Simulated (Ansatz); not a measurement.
A crystal relaxed with r2SCAN in Ansatz 0.2.0 has space group I-42m (No. 121) and a = 5.676 Å, c = 11.352 Å.

```csv
atom,site,x,y,z
Al,4d,0.0000,0.5000,0.2500
Xx,8i,0.2499,0.7501,0.3748
Al,2b,0.5000,0.5000,0.0000
Ga,2a,0.0000,0.0000,0.0000
```

With r2SCAN the valence top lies at Γ and the conduction bottom at M, 1.81 eV higher; the smallest vertical gap, at Γ, is 1.82 eV. Least and direct gap differ so little that the kind isn't settled. The lowest empty level at Γ–M (0.09 of the way from Γ) lies only 8 meV higher, so the place of the conduction bottom isn't settled. HSE06 gives an indirect gap of 2.09 eV, from Γ to M; the least direct gap is 2.10 eV at Γ. Least and direct gap differ so little that the kind isn't settled. The lowest empty level at Γ lies only 8 meV higher, so the place of the conduction bottom isn't settled. With PBE the valence top lies at Γ and the conduction bottom at Γ–M (0.10 of the way from Γ), 1.47 eV higher; the smallest vertical gap, at Γ, is 1.48 eV. Least and direct gap differ so little that the kind isn't settled. The lowest empty level at M lies only 2 meV higher, so the place of the conduction bottom isn't settled. Meshes: r2SCAN 6×6×6, HSE06 4×4×4, PBE 6×6×6.

**Question.** Which element is Xx?
A. N
B. As
C. P
D. Sb

**Answer.** B. Xx is As: an ordered 8-atom cell of Al3GaAs4 on the zincblende lattice (I-42m). Around Al lie 4 As at 2.46 Å; around As lie 3 Al at 2.46 Å and 1 Ga at 2.46 Å; around Ga lie 4 As at 2.46 Å.

(Calculated; spin-unpolarised; the phase may be known or hypothetical.)

The runs are scalar-relativistic, without spin-orbit coupling.
